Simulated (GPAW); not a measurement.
# ZrSi2 (Cmcm) in GPAW: further runs

Aim: see how the results for ZrSi2 move with the level of theory and the settings. Levels: PBEsol, LDA. Tasks: band structure.

Everything below comes from runs of GPAW 26.7.0. Logs are shortened: lines on timing, memory, paths and dates and some standing lists are left out, and cuts for length are marked. The log counts tension as positive stress, the text compression.

### Step 1. Starting point

It takes space group Cmcm (No. 63, orthorhombic). Conventional cell: a = 3.706 Å, b = 14.735 Å, c = 3.672 Å, α = 90.00°, β = 90.00°, γ = 90.00°. Around Zr (site symmetry m2m) lie 10 Si at 2.72 to 2.97 Å. Si (site symmetry m2m) is surrounded by 4 Si at 2.61 Å and 4 Zr at 2.81 to 2.83 Å. Si (site symmetry m2m) is surrounded by 2 Si at 2.40 Å and 4 Zr at 2.72 Å.

### Step 2. Band structure, PBEsol

Input file run.py:

```python
from ase import Atoms
from ase.dft.bandgap import bandgap
from ase.io import write
from ase.units import GPa
from gpaw import GPAW, PW, setup_paths

setup_paths.insert(0, '.')

atoms = Atoms(['Zr', 'Zr', 'Si', 'Si', 'Si', 'Si'],
              cell=[[1.853, -7.3675, 0.0],
                    [1.853, 7.3675, 0.0],
                    [0.0, 0.0, 3.672]],
              scaled_positions=[[0.1054, 0.8946, 0.25],
                                [0.8946, 0.1054, 0.75],
                                [0.7504, 0.2496, 0.25],
                                [0.2496, 0.7504, 0.75],
                                [0.4478, 0.5522, 0.25],
                                [0.5522, 0.4478, 0.75]],
              pbc=True)

calc = GPAW(mode=PW(600),
            xc='PBEsol',
            kpts={'size': (5, 5, 5), 'gamma': True},
            occupations={'name': 'fermi-dirac', 'width': 0.05},
            nbands=38,
            convergence={'density': 1e-05, 'energy': 1e-05},
            maxiter=150,
            txt='gpaw.txt')
atoms.calc = calc
energy = atoms.get_potential_energy()
forces = atoms.get_forces()
stress = atoms.get_stress()
calc.write('gs.gpw')
write('result.traj', atoms)
print(f'Energy: {energy:.6f} eV')
print('Forces (eV/A):')
print(forces.round(4))
print('Stress (GPa):', (stress / GPa).round(3))
print('Fermi level:', round(calc.get_fermi_level(), 4), 'eV')
print(f'Gap: {bandgap(calc)[0]:.4f} eV, direct: {bandgap(calc, direct=True)[0]:.4f} eV')

path = atoms.cell.bandpath('GXSRAZGYX1A1TY,ZT', npoints=100, eps=1e-4)
bs_calc = calc.fixed_density(kpts=path, symmetry='off', nbands=59,
                             convergence={'bands': 'CBM+6.0', 'eigenstates': 1e-6}, txt='bands.txt')
bs = bs_calc.band_structure()
bs.write('bs.json')
print(f'Gap on the path: {bandgap(bs_calc)[0]:.4f} eV')
```

Potentials or basis: PAW data sets generated in the run's folder for this functional, pw.

Run with:

```
> gpaw-setup -f PBEsol Si Zr
> OMP_NUM_THREADS=1 python run.py
```

gpaw.txt:

```text
__  _  _
 | _ |_)|_||  |
 |__||  | ||/\| - 26.7.0

Input parameters:
  mode=PW(ecut=600.0),
  convergence={'density': 1e-05, 'energy': 1e-05},
  kpts=MonkhorstPack(size=(5, 5, 5), gamma=True),
  maxiter=150,
  nbands=38,
  occupations=Occupations(name='fermi-dirac', width=0.05),
  xc=XC(name='PBEsol')

Diagonalizing LCAO Hamiltonian
Converting LCAO to pw mode

             Si
               Zr

           Si
           Si

       Zr
         Si

Atoms  # Å, Bohr magnetons
|   | symbol |        x |         y |        z |    initial magnetic moments |
|---|--------|----------|-----------|----------|-----------------------------|
| 0 |     Zr | 1.853000 |  5.814431 | 0.918000 | ( 0.0000,  0.0000,  0.0000) |
| 1 |     Zr | 1.853000 | -5.814431 | 2.754000 | ( 0.0000,  0.0000,  0.0000) |
| 2 |     Si | 1.853000 | -3.689644 | 0.918000 | ( 0.0000,  0.0000,  0.0000) |
| 3 |     Si | 1.853000 |  3.689644 | 2.754000 | ( 0.0000,  0.0000,  0.0000) |
| 4 |     Si | 1.853000 |  0.769167 | 0.918000 | ( 0.0000,  0.0000,  0.0000) |
| 5 |     Si | 1.853000 | -0.769167 | 2.754000 | ( 0.0000,  0.0000,  0.0000) |

Unit cell  # Å
| periodic |        x |         y |        z |  lengths |     angles |
|----------|----------|-----------|----------|----------|------------|
|      yes | 1.853000 | -7.367500 | 0.000000 | 7.596951 |  90.000000 |
|      yes | 1.853000 |  7.367500 | 0.000000 | 7.596951 |  90.000000 |
|      yes | 0.000000 |  0.000000 | 3.672000 | 3.672000 | 151.764715 |

Number of symmetries: 4
Symmetry operations  # r_c * U_cc + t_c -> r_c
|   | kind |            matrix            |
|---|------|------------------------------|
| 0 |  E   |  1, 0, 0,  0, 1, 0,  0, 0, 1 |
| 1 |  C2  |  0, 1, 0,  1, 0, 0,  0, 0,-1 |
| 2 |  σ   |  0,-1, 0, -1, 0, 0,  0, 0, 1 |
| 3 |  i   | -1, 0, 0,  0,-1, 0,  0, 0,-1 |

BZ-sampling:
  Number of BZ points: 125
  Number of IBZ points: 39

  Monkhorst-Pack size: [5, 5, 5]
  Monkhorst-Pack shift: [0, 0, 0]

K-points  # in reciprocal-cell coordinates
|     |                                coordinates |     weight |
|-----|--------------------------------------------|------------|
|   0 | (  0.00000000,   0.00000000,   0.00000000) | 0.00800000 |
|   1 | (  0.00000000,   0.00000000,   0.20000000) | 0.01600000 |
|   2 | (  0.00000000,   0.00000000,   0.40000000) | 0.01600000 |
|   3 | (  0.20000000,  -0.20000000,  -0.40000000) | 0.01600000 |
|   4 | (  0.20000000,  -0.20000000,  -0.20000000) | 0.01600000 |
|   5 | (  0.20000000,  -0.20000000,   0.00000000) | 0.01600000 |
|   6 | (  0.20000000,  -0.20000000,   0.20000000) | 0.01600000 |
|   7 | (  0.20000000,  -0.20000000,   0.40000000) | 0.01600000 |
|   8 | (  0.20000000,   0.00000000,  -0.40000000) | 0.03200000 |
|   9 | (  0.20000000,   0.00000000,  -0.20000000) | 0.03200000 |
| ... |                                            |            |
|  38 | (  0.40000000,   0.40000000,   0.40000000) | 0.03200000 |

Plane wave coefficients: 3380
Cutoff: 600.0 eV

Spin-components: 1 (collinear spins)
Bands:           38
Projectors:      32
Spin-degeneracy: 2
Datatype:        complex128

Parallelization:
  kpt:    1
  domain: 1
  band:   1

Density:
  Valence electrons: 40.0
  Components: 1
  Grid points: [45 45 21]
  Charge: 0.0  # |e|

Potential:
  Grid points: [45 45 21]

species:
  Zr:
    name:    Zirconium
    Z:       40.0
    valence: 12
    core:    28
    charge:  0.0  # [|e|]
    compensation charges:
      type: gauss
      rc: 0.40  # [Å]
      lmax: 2
    cutoffs:
      filter: 2.39  # [Å]
      core: 1.59  # [Å]
    projectors
    | kind |    occ | energy [eV] | rcut [Å] |
    |------|--------|-------------|----------|
    |   4s |  2.000 |     -54.429 |    1.323 |
    |   5s |  2.000 |      -4.463 |    1.323 |
    |   4p |  6.000 |     -32.434 |    1.334 |
    |   5p |  0.000 |      -1.454 |    1.334 |
    |   4d |  2.000 |      -3.613 |    1.244 |
    |    d |        |      23.598 |    1.244 |

    Using partial waves for Zr as LCAO basis

  Si:
    name:    Silicon
    Z:       14.0
    valence: 4
    core:    10
    charge:  0.0  # [|e|]
    compensation charges:
      type: gauss
      rc: 0.33  # [Å]
      lmax: 2
    cutoffs:
      filter: 1.86  # [Å]
      core: 2.06  # [Å]
    projectors
    | kind |    occ | energy [eV] | rcut [Å] |
    |------|--------|-------------|----------|
    |   3s |  2.000 |     -10.768 |    1.058 |
    |   3p |  2.000 |      -4.057 |    1.058 |
    |    s |        |      16.444 |    1.058 |
    |    p |        |      23.155 |    1.058 |
    |    d |        |       0.000 |    1.058 |

    Using partial waves for Si as LCAO basis

Reference energy: -227162.488602  # eV

eigensolver:
  PPCG
  Converge bands: occupied
  niter=2

density mixing:
  MSR1-Mixer
  Pratt-step length: 0.05
  Maximum mixing coefficient: 0.75
  Old densities: 10
  SVD Regularization: 0.005
  Good broyden scale: 1.0
  Trust region scale: 1.0
  Backstep threshold: 4.0
  History deletion threshold: 6.0
  Fourier metric: weight=20.0, sigma=0.015

occupation numbers:
  Fermi-Dirac:
    width: 0.0500  # eV

poisson solver:
  ecut: 4800.0  # eV

xc functional:
  name: PBEsol with 2 nearest neighbor stencil

convergence criteria:
- Maximum integral of absolute [dens]ity change: 1e-05 electrons / valence electron
- Maximum [total energy] change in last 3 cyles: 1e-05 eV / valence electron
- Maximum integral of absolute [eigenst]ate change: 4e-08 eV^2 / valence electron
maximum number of iterations: 150

SCF iterations
|iter     | |      energy | eigst |  dens |
|---------|-|-------------|-------|-------|
|iter:   1| |  -43.505732 | +0.35 |       |
|iter:   2| |  -43.564763 | -1.51 | -1.22 |
|iter:   3| |  -43.478398 | -1.51 | -1.24 |
|iter:   4| |  -43.514551 | -1.92 | -1.68 |
|iter:   5| |  -43.422643 | -2.28 | -1.74 |
|iter:   6| |  -43.415234 | -3.56 | -2.09 |
|iter:   7| |  -43.415344 | -4.30 | -2.63 |
|iter:   8| |  -43.415340c| -5.79 | -3.33 |
|iter:   9| |  -43.415341c| -6.85 | -3.90 |
|iter:  10| |  -43.415341c| -8.50c| -4.58 |
|iter:  11| |  -43.415341c| -9.05c| -5.24c|

Converged in 11 steps
Energy contributions relative to reference atoms: (reference = -227162.488602)

Energy contributions:
  Kinetic:          30.593735
  Coulomb:         -26.756937
  Zero:              0.693652
  External:          0.000000
  Xc:              -47.940593
  Entropy:          -0.010398
  Spinorbit:         0.000000
  ----------------------------
  Free energy:     -43.420540
  Extrapolated:    -43.415341

dipole moment: (-0.000009, -0.000000, -0.000009)  # |e|*Ang

Fermi level: 9.688
Eigenvalues  # (at kpt = [0.000, 0.000, 0.000])
| band index |      eig [eV] | occ [0-2] |
|------------|---------------|-----------|
|          0 |       -38.968 |     2.000 |
|        ... |               |           |
|         12 |         6.648 |     2.000 |
|         13 |         6.794 |     2.000 |
|         14 |         6.941 |     2.000 |
|         15 |         7.257 |     2.000 |
|         16 |         7.293 |     2.000 |
|         17 |         7.321 |     2.000 |
[... 8 lines left out ...]
|         26 |        12.284 |     0.000 |
|         27 |        12.666 |     0.000 |
|        ... |               |           |
|         37 |        18.531 |     0.000 |

No gap
No difference between direct/indirect transitions

Forces  # eV/Ang
|        x |        y |        z |
|----------|----------|----------|
|  0.00000 |  0.11289 |  0.00001 |  # Zr   0
| -0.00000 | -0.11289 | -0.00001 |  # Zr   1
|  0.00000 |  0.08534 |  0.00000 |  # Si   2
|  0.00000 | -0.08534 | -0.00000 |  # Si   3
|  0.00000 |  0.17048 |  0.00000 |  # Si   4
|  0.00000 | -0.17048 | -0.00000 |  # Si   5

Stress tensor  # eV/Ang^3
|        x |        y |        z |
|----------|----------|----------|
| 0.015433 | 0.000000 | 0.000000 |
| 0.000000 | 0.015285 | 0.000000 |
| 0.000000 | 0.000000 | 0.018128 |

# Writing to gs.gpw (mode='')
```

stdout:

```text
<dir> UserWarning: The angles between your unit-cell vectors are 90.0, 90.0 and 151.8 degrees.  Results may be wrong!  Please Niggli-reduce your unit-cell so that the angles are closer to 90 degrees:

  from ase.build import niggli_reduce
  niggli_reduce(atoms)

  warnings.warn(
Energy: -43.415341 eV
Forces (eV/A):
[[ 0.      0.1129  0.    ]
 [-0.     -0.1129 -0.    ]
 [ 0.      0.0853  0.    ]
 [ 0.     -0.0853 -0.    ]
 [ 0.      0.1705  0.    ]
 [ 0.     -0.1705 -0.    ]]
Stress (GPa): [2.473 2.449 2.904 0.    0.    0.   ]
Fermi level: 9.688 eV
Gap: 0.0000 eV, direct: 0.0000 eV
Gap on the path: 0.0000 eV
```

bands.txt:

```text
Diagonalizing LCAO Hamiltonian
Converting LCAO to pw mode
convergence criteria:
- Maximum integral of absolute [eigenst]ate change: 1e-06 eV^2 / valence electron
maximum number of iterations: 150

SCF iterations
|iter     | |      energy | eigst |  dens |
|---------|-|-------------|-------|-------|
|iter:   1| |             | +1.31 |       |
[... 106 lines left out ...]
         [-0.5       ,  0.5       ,  0.04166667],
         [-0.5       ,  0.5       ,  0.        ],
         [ 0.        ,  0.        ,  0.5       ],
         [-0.1       ,  0.1       ,  0.5       ],
         [-0.2       ,  0.2       ,  0.5       ],
         [-0.3       ,  0.3       ,  0.5       ],
         [-0.4       ,  0.4       ,  0.5       ],
         [-0.5       ,  0.5       ,  0.5       ]])),
  maxiter=150,
  nbands=59,
  occupations=Occupations(name='fermi-dirac', width=0.05),
  symmetry=Symmetry(point_group=False, time_reversal=False),
  xc=XC(name='PBEsol')
```

Run time: 7.4 min. Hardware: 1 thread of Arm Neoverse V2, shared host; peak memory 0.77 GiB.

What came out:

| Property | Result |
| --- | --- |
| Free energy | -43.4205 eV |
| Pressure | -2.6 GPa |
| Largest force | 0.170 eV/Å |
| Band gap along the path | none (metal or under the smearing width) |

Forces in eV/Å, atoms in the order of the input:
```
Zr   0.000  0.113  0.000
Zr   0.000 -0.113  0.000
Si   0.000  0.085  0.000
Si   0.000 -0.085  0.000
Si   0.000  0.170  0.000
Si   0.000 -0.170  0.000
```

Stress tensor (GPa, compression positive):
```
-2.47  0.00  0.00
 0.00 -2.45  0.00
 0.00  0.00 -2.90
```

Levels at the corners of the path, in eV from the Fermi level:
```
point  band 17  band 18  band 19  band 20  band 21  band 22  band 23  band 24
    Γ    -2.39    -2.37    -2.29    -0.06     1.14     1.40     1.42     1.63
    X    -1.54    -1.44    -0.92    -0.61    -0.09     0.92     1.13     1.60
    S    -1.79    -1.43    -0.85    -0.42    -0.41     0.90     0.98     2.13
    R    -3.22    -3.22    -2.09    -2.09     2.18     2.18     3.11     3.11
    A    -3.21    -3.21    -2.10    -2.10     2.11     2.11     2.96     2.96
    Z    -1.88    -1.88    -0.02    -0.02     0.14     0.14     1.55     1.55
    Γ    -2.39    -2.37    -2.29    -0.06     1.14     1.40     1.42     1.63
    Y    -2.58    -1.90    -1.43     0.35     1.05     1.16     1.49     1.75
   X1    -1.54    -1.44    -0.92    -0.61    -0.09     0.92     1.13     1.60
   A1    -3.21    -3.21    -2.10    -2.10     2.11     2.11     2.96     2.96
    T    -2.17    -2.17    -0.88    -0.88     0.06     0.06     2.30     2.30
    Y    -2.58    -1.90    -1.43     0.35     1.05     1.16     1.49     1.75
    Z    -1.88    -1.88    -0.02    -0.02     0.14     0.14     1.55     1.55
    T    -2.17    -2.17    -0.88    -0.88     0.06     0.06     2.30     2.30
```

Caveat: the program warned that so skewed a cell can give wrong results.

### Step 3. Band structure, LDA

Edit run.py of step 2 so:

```diff
@@ -4,5 +4,3 @@
 from ase.units import GPa
-from gpaw import GPAW, PW, setup_paths
-
-setup_paths.insert(0, '.')
+from gpaw import GPAW, PW
 
@@ -21,3 +19,3 @@
 calc = GPAW(mode=PW(600),
-            xc='PBEsol',
+            xc='LDA',
             kpts={'size': (5, 5, 5), 'gamma': True},
```

Potentials or basis: the program's PAW data sets (release 1.2.1) made for this functional, pw.

Run with:

```
> OMP_NUM_THREADS=1 python run.py
```

Wall time 7.2 min (1 thread of Arm Neoverse V2, shared host); peak memory 0.77 GiB.

The run converged. Its results:

| Item | Value |
| --- | --- |
| Free energy | -44.6837 eV |
| Pressure | -5.1 GPa |
| Largest force | 0.104 eV/Å |
| Band gap along the path | none (metal or under the smearing width) |

Forces in eV/Å, atoms in the order of the input:
```
Zr   0.000  0.073  0.000
Zr   0.000 -0.073  0.000
Si   0.000  0.080  0.000
Si   0.000 -0.080  0.000
Si   0.000  0.104  0.000
Si   0.000 -0.104  0.000
```

Stress tensor (GPa, compression positive):
```
-5.02  0.00  0.00
 0.00 -4.68  0.00
 0.00  0.00 -5.64
```

Levels at the corners of the path, in eV from the Fermi level:
| point | band 18 | band 19 | band 20 | band 21 | band 22 | band 23 |
| --- | --- | --- | --- | --- | --- | --- |
| Γ | -2.34 | -2.26 | -0.08 | 1.13 | 1.41 | 1.46 |
| X | -1.43 | -0.90 | -0.61 | -0.09 | 0.92 | 1.12 |
| S | -1.42 | -0.84 | -0.42 | -0.40 | 0.91 | 0.97 |
| R | -3.18 | -2.05 | -2.05 | 2.20 | 2.20 | 3.08 |
| A | -3.18 | -2.07 | -2.07 | 2.14 | 2.14 | 2.94 |
| Z | -1.86 | -0.02 | -0.02 | 0.15 | 0.15 | 1.56 |
| Γ | -2.34 | -2.26 | -0.08 | 1.13 | 1.41 | 1.46 |
| Y | -1.87 | -1.42 | 0.33 | 1.05 | 1.16 | 1.50 |
| X1 | -1.43 | -0.90 | -0.61 | -0.09 | 0.92 | 1.12 |
| A1 | -3.18 | -2.07 | -2.07 | 2.14 | 2.14 | 2.94 |
| T | -2.16 | -0.86 | -0.86 | 0.06 | 0.06 | 2.30 |
| Y | -1.87 | -1.42 | 0.33 | 1.05 | 1.16 | 1.50 |
| Z | -1.86 | -0.02 | -0.02 | 0.15 | 0.15 | 1.56 |
| T | -2.16 | -0.86 | -0.86 | 0.06 | 0.06 | 2.30 |

Caveat: the program warned that so skewed a cell can give wrong results.

### Step 4. The reference run

An earlier run on the cell as given: functional PBEsol; potentials or basis PAW data sets generated in the run's folder for this functional; cutoff 600 eV; basis pw; k mesh 7 × 7 × 7; occupations fermi-dirac, width 0.05 eV; no spin polarisation.

- Pressure: -2.8 GPa
- Largest force: 0.223 eV/Å
- Band gap on the k mesh: none (metal or under the smearing width)
